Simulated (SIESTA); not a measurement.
# BaTiO3 under changes of volume

One of the cells (13.115 Å³/atom); the others are scaled copies at fixed shape and fractional positions:

```
Ba Ti O
1.0
     4.03253    0.00000    0.00000
     0.00000    4.03253    0.00000
     0.00000    0.00000    4.03253
Ba Ti O
1 1 3
Direct
  0.50000 0.50000 0.50000
  0.00000 0.00000 0.00000
  0.00000 0.00000 0.50000
  0.00000 0.50000 0.00000
  0.50000 0.00000 0.00000
```

```yaml
Program: SIESTA 5.4.2
Functional: PBE
Potentials_or_basis: PseudoDojo 0.4 standard (PBE files)
Basis: DZP (energy shift 0.003 Ry; two zetas on semicore shells; d shell added on Ba)
Grid_cutoff: 800 Ry
Energy_shift: 0.003 Ry
k_mesh: 7 × 7 × 7
Occupations: fermi-dirac, width 0.05 eV
Spin: no spin polarisation
```

| volume (Å³/atom) | energy over the lowest point (meV/atom) | pressure (GPa) | gap on the mesh (eV) |
| --- | --- | --- | --- |
| 12.086 | 50.72 | 16.6 | 1.85 |
| 12.343 | ? | ? | ? |
| 12.601 | 12.45 | 7.6 | 1.78 |
| 13.115 | 0.00 | 0.5 | 1.70 |
| 13.372 | 1.83 | -2.7 | 1.66 |
| 13.629 | 8.26 | -5.3 | 1.63 |

**Question.** What does the run at 12.343 Å³/atom give?

**Answer.** Energy over the lowest point 28.01 meV/atom; pressure 11.8 GPa; gap on the mesh 1.82 eV.

Worked out: A Birch-Murnaghan fit of order 3 (a polynomial in V^(-2/3)) to the other rows has its minimum at 13.15 Å³/atom with B0 = V·E''(V) = 162 GPa and B' = 4.5. It gives 28.03 meV/atom at 12.343 Å³/atom, against the run's 28.01, and -dE/dV = 11.8 GPa, against 11.8. A straight line through the other rows of the gap, of slope -1.87 eV per unit of ln V, gives 1.81 eV, against the run's 1.82.

Energies are extrapolated to zero smearing.

Caveats: this set's barium file shifts pressures by up to 1 GPa against other sets; spin-orbit coupling is left out, which moves the levels of the heavy elements; an odd mesh through Γ misses points on the zone boundary, where band edges often lie; the basis of atomic orbitals isn't converged, which shifts pressures, moduli and gaps.
